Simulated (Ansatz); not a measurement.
Crystal: BN.

```
CELL_PARAMETERS angstrom
1.25112 0.72234 3.37293
-1.25112 0.72234 3.37293
0.00000 -1.44467 3.37293
ATOMIC_POSITIONS crystal
N 0.66724 0.66724 0.66724
B 0.00033 0.00033 0.00033
```

The cell is a database's computed one.

* Program: Ansatz 0.2.0
* Task: relaxation of cell and atoms
* Functional: PBE
* Potentials or basis: Ansatz PAW
* Cutoff: 420 eV (not typed: the program's choice for these potentials)
* k mesh: 12 × 12 × 12
* Occupations: fermi-dirac, width 0.05 eV
* Spin: no spin polarisation

At the start: volume 9.14 Å³/atom.

Problem. How do energy, volume and symmetry change on relaxing?

Solution. It ends after 25 steps and the volume is 11.42 Å³/atom (+24.9 %); space group R3m (No. 160, to 0.05 Å).

The path:
| step | energy change (eV) | largest force (eV/Å) | volume (Å³) |
| --- | --- | --- | --- |
| 1 | 0.0000 | 0.0030 | 18.29 |
| 2 | -0.0054 | 0.0079 | 19.09 |
| 3 | -0.0050 | 0.0056 | 19.54 |
| 4 | -0.0049 | 0.0020 | 19.55 |
| 5 | -0.0136 | 0.0022 | 19.55 |
| 6 | -0.0140 | 0.0005 | 20.05 |
| 7 | -0.0128 | 0.0102 | 20.53 |
| 8 | -0.0126 | 0.0004 | 20.58 |
| 9 | -0.0188 | 0.0006 | 20.58 |
| 10 | -0.0181 | 0.0001 | 21.03 |
| 11 | -0.0170 | 0.0002 | 21.32 |
| 12 | -0.0207 | 0.0004 | 21.32 |
| 13 | -0.0197 | 0.0002 | 21.70 |
| 14 | -0.0192 | 0.0001 | 21.84 |
| 15 | -0.0214 | 0.0001 | 21.84 |
| 16 | -0.0209 | 0.0001 | 22.05 |
| 17 | -0.0203 | 0.0000 | 22.22 |
| 18 | -0.0218 | 0.0000 | 22.22 |
| 19 | -0.0211 | 0.0001 | 22.46 |
| 20 | -0.0209 | 0.0001 | 22.50 |
| 21 | -0.0220 | 0.0000 | 22.50 |
| 22 | -0.0214 | 0.0004 | 22.69 |
| 23 | -0.0220 | 0.0003 | 22.69 |
| 24 | -0.0216 | 0.0002 | 22.84 |
| 25 | -0.0221 | 0.0002 | 22.84 |

Final structure:
```cif
data_structure
_symmetry_space_group_name_H-M 'P 1'
_symmetry_Int_Tables_number 1
_cell_length_a 4.4238
_cell_length_b 4.4238
_cell_length_c 4.4238
_cell_angle_alpha 32.990
_cell_angle_beta 32.990
_cell_angle_gamma 32.990
_cell_volume 22.84
loop_
_atom_site_label
_atom_site_type_symbol
_atom_site_fract_x
_atom_site_fract_y
_atom_site_fract_z
_atom_site_occupancy
N1 N 0.66712 0.66712 0.66712 1
B1 B 0.00044 0.00044 0.00044 1
```

Caveat: the volume moved by over 15 % at a fixed basis, so the end points are rough; the plane-wave basis is chosen anew once the cell has moved, so the energies of steps on either side of that aren't comparable; the pressure holds a Pulay correction of +0.5 GPa for the finite cutoff.
